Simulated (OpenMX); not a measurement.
ZnSe (Stilleite) under changes of volume

One of the cells (23.212 Å³/atom); the others are scaled copies at fixed shape and fractional positions:

```xyz
2
Lattice="0.0000 2.8526 2.8526 2.8526 0.0000 2.8526 2.8526 2.8526 0.0000" Properties=species:S:1:pos:R:3 pbc="T T T"
Se    4.2789    4.2789    4.2789
Zn    0.0000    0.0000    0.0000
```

| Quantity | Value |
| --- | --- |
| Program | OpenMX 3.8.5 |
| Functional | PBE |
| Potentials or basis | OpenMX 2013 PBE set, Se7.0-s3p2d2, Zn6.0H-s3p2d2, fixed grid of 45 × 45 × 45 points |
| k mesh | 9 × 9 × 9 |
| Occupations | fermi-dirac, width 0.05 eV |
| Spin | no spin polarisation |

```csv
volume (Å³/atom),energy over the lowest point (meV/atom),gap on the mesh (eV)
21.391,?,?
21.846,59.83,1.82
22.301,39.63,1.71
23.212,12.45,1.51
23.667,4.66,1.41
24.122,0.00,1.32
```

Question: What does the run at 21.391 Å³/atom give?

Answer: Energy over the lowest point 84.87 meV/atom; gap on the mesh 1.93 eV.

Worked out: A Birch-Murnaghan fit of order 3 (a polynomial in V^(-2/3)) to the other rows has its minimum at 24.65 Å³/atom, just outside them, with B0 = V·E''(V) = 48 GPa and B' = 5.4. It gives 85.25 meV/atom at 21.391 Å³/atom, against the run's 84.87. A straight line through the other rows of the gap, of slope -5.05 eV per unit of ln V (its deformation potential), extrapolates to 1.92 eV, against the run's 1.93.

Energies are extrapolated to zero smearing.

Caveats: the basis of atomic orbitals isn't converged, which shifts pressures, moduli and gaps.

Spin-orbit coupling on Se is left out.
